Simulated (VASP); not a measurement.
Input of a VASP 6.6.1 run:

INCAR

```
ALGO = Normal
EDIFF = 1E-6
ENCUT = 520
GGA = PE
ISIF = 2
ISMEAR = 0
LASPH = True
LCHARG = False
LREAL = False
LWAVE = False
NBANDS = 26
NELM = 80
PREC = Accurate
SIGMA = 0.014
```

File KPOINTS:

```
k-points
0
Gamma
  8 8 5
```

File POSCAR:

```
ZnS
1.0
    3.8110000000      0.0000000000      0.0000000000
   -1.9055000000      3.3004228138      0.0000000000
    0.0000000000      0.0000000000      6.2340000000
Zn S
2 2
Direct
    0.6666666667      0.3333333333      0.5000000000
    0.3333333333      0.6666666667      0.0000000000
    0.6666666667      0.3333333333      0.8850000000
    0.3333333333      0.6666666667      0.3850000000
```

Potentials or basis: VASP PAW PBE potentials, release 64 (Zn, S).

The run is started by

```bash
$ cat potpaw_PBE.64/Zn/POTCAR potpaw_PBE.64/S/POTCAR > POTCAR
$ mpirun -np 1 vasp_std > vasp.out
```

Q: Predict the band gap on the k mesh.

A: 2.25 eV, direct.

Q: Estimate the largest force.

A: 0.323 eV/Å.

Q: What does it give for the pressure?

A: 2.5 GPa.

Stress tensor (GPa, compression positive):
```
3.18 0.00 0.00
0.00 3.18 0.00
0.00 0.00 1.12
```

**What was measured.**

A printed reference work, monograph reports, for a bulk crystal of ZnS at 4 K: band gap 3.911 eV (direct).

Measured gap of ZnS: 3.911 eV (direct; 4 K; a printed reference work, monograph). This calculation gives 2.25 eV (-1.66 eV). The value is that of PBE, without temperature or zero-point motion. Semilocal functionals fall short of measured gaps as a rule.
